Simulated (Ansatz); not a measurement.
**Equation of state of TaN from a dense series**

```xyz
2
Lattice="0.0000 2.1790 2.1790 2.1790 0.0000 2.1790 2.1790 2.1790 0.0000" Properties=species:S:1:pos:R:3 pbc="T T T"
Ta    2.1790    2.1790    2.1790
N     0.0000    0.0000    0.0000
```

Atoms are numbered in the order listed.

The conventional cell has a = 4.358 Å, b = 4.358 Å, c = 4.358 Å, α = 90.00°, β = 90.00°, γ = 90.00°. Ta (atom 1) has 6 N at 2.18 Å as nearest neighbours. N (atom 2) is surrounded by 6 Ta at 2.18 Å.

The cell is COD entry 2310957, as deposited and not checked against the literature; nothing was relaxed.

No spin–orbit coupling, which matters for the heavy atoms here.

These are results of DFT, PBEsol, all-electron LAPW, scalar-relativistic in Ansatz 0.2.0, not measurements.

Numerical set-up: a Γ-centred 9×9×9 k mesh, Fermi–Dirac smearing of 0.02 eV, basis error target 0.5 meV/atom, no spin polarisation.

The cell is scaled evenly. Fractional coordinates are held (clamped ions).

| V (Å³/atom) | P (GPa) |
| --- | --- |
| 9.725 | 30.68 |
| 9.932 | 20.93 |
| 10.139 | 12.18 |
| 10.243 | 8.14 |
| 10.346 | 4.30 |
| 10.449 | 0.67 |
| 10.553 | -2.77 |
| 10.760 | -9.13 |
| 10.967 | -14.85 |

Question: Fit a third-order Birch–Murnaghan curve to the pressures.

Answer: P = (3B0/2)(y^(7/2) − y^(5/2))[1 + (3/4)(B0′ − 4)(y − 1)] with y = (V0/V)^(2/3) fits within 0.01 GPa for V0 = 10.469 Å³/atom, B0 = 354.1 GPa and B0′ = 4.37.

Question: Predict the pressure at the withheld volume, 9.730 Å³/atom.

Answer: There y = 1.0500, so the fit gives 30.43 GPa; the run gave 30.42 GPa.
